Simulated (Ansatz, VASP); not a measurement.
# Sr: VASP beside Ansatz

```
CELL_PARAMETERS angstrom
-4.07361 4.07361 3.50379
4.07361 -4.07361 3.50379
4.07361 4.07361 -3.50379
ATOMIC_POSITIONS crystal
Sr 0.33545 0.16455 0.50000
Sr 0.66455 0.83545 0.50000
Sr 0.83545 0.33545 0.17090
Sr 0.16455 0.66455 0.82910
```

Change from the starting cell: volume scaled by 0.94.

Alike in both runs: task single point; functional PBE; k mesh 5 × 5 × 5; occupations fermi-dirac, width 0.05 eV; no spin polarisation.

```csv
,VASP,Ansatz
version,VASP 6.6.1,Ansatz 0.2.0
potentials or method,"VASP PAW PBE potentials, release 64 (Sr_sv)",Ansatz PAW
plane-wave cutoff (eV),520,420
valence electrons in the cell,40,40
```

|  | VASP | Ansatz | Ansatz less VASP |
| --- | --- | --- | --- |
| gap on the k mesh at the Fermi level (eV) | none | none | - |
| pressure (GPa) | 0.3 | 0.3 | 0.00 |
| rms of the force components (eV/Å) | 0.103 | 0.102 | -0.0007 |

Atom by atom the forces differ by 0.001 eV/Å (rms over components). A gap of «none» marks a metal or a gap that the smearing closes. The functional is the same, so the differences come from potentials, cutoffs and numerics.
